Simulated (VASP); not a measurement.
NaH:

```
CELL_PARAMETERS angstrom
0.00000 2.26510 2.26510
2.26510 0.00000 2.26510
2.26510 2.26510 0.00000
ATOMIC_POSITIONS crystal
Na 0.00000 0.00000 0.00000
H 0.50000 0.50000 0.50000
```

The cell isn't the ideal one: volume scaled by 0.8.

- Program: VASP 6.6.1
- Task: relaxation of cell and atoms
- Functional: PBE
- Dispersion: dDsC
- Potentials or basis: VASP PAW PBE potentials, release 64 (Na_pv, H_s)
- Cutoff: 480 eV
- k mesh: 9 × 9 × 9
- Occupations: fermi-dirac, width 0.02 eV
- Spin: no spin polarisation

At the start: pressure 4.3 GPa; volume 11.62 Å³/atom.

How do energy, volume and symmetry change on relaxing?

Over 4 steps the energy falls by 29.2 meV/atom and the volume is 13.09 Å³/atom (+12.6 %); space group Fm-3m (No. 225, to 0.05 Å).

The path:
```tsv
step	energy change (eV)	largest force (eV/Å)	pressure (GPa)	volume (Å³)
1	0.0000	0.0000	4.29	23.24
2	-0.0306	0.0000	2.48	24.31
3	-0.0569	0.0000	0.22	25.99
4	-0.0583	0.0000	0.01	26.18
```

Final structure:
```
Na H
1.0
     0.00000    2.35675    2.35675
     2.35675    0.00000    2.35675
     2.35675    2.35675    0.00000
Na H
1 1
Cartesian
  2.3567 2.3567 0.0000
  2.3567 2.3567 2.3567
```
